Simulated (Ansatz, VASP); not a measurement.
# BaTiO3 in VASP and in Ansatz

```
Ba Ti O
1.0
     3.95314    0.00000    0.00000
     0.00000    3.95314    0.00000
     0.00000    0.00000    3.95314
Ba Ti O
1 1 3
Cartesian
  1.9766 1.9766 1.9766
  0.0000 0.0000 0.0000
  1.9766 0.0000 0.0000
  0.0000 1.9766 0.0000
  0.0000 0.0000 1.9766
```

Change from the starting cell: volume scaled by 0.96.

Alike in both runs: task single point; functional PBE; k mesh 8 × 8 × 8; occupations fermi-dirac, width 0.05 eV; no spin polarisation.

|  | VASP | Ansatz |
| --- | --- | --- |
| version | VASP 6.6.1 | Ansatz 0.2.0 |
| potentials or method | VASP PAW PBE potentials, release 64 (Ba_sv, Ti_sv, O), cutoff 520 eV | all-electron LAPW, scalar-relativistic |

VASP gave:

| Quantity | Value |
| --- | --- |
| gap on the k mesh at the Fermi level (eV) | 1.82 |
| pressure (GPa) | 11.1 |

**Question.** What did Ansatz give for the same quantities?

**Answer.** gap on the k mesh at the Fermi level (eV): 1.88; pressure (GPa): 9.1.

Ansatz ran all-electron here, so the differences hold the error of VASP's frozen core and of both bases.

Caveats: spin-orbit coupling is left out, which moves the levels of the heavy elements. A k mesh can miss the band edges.
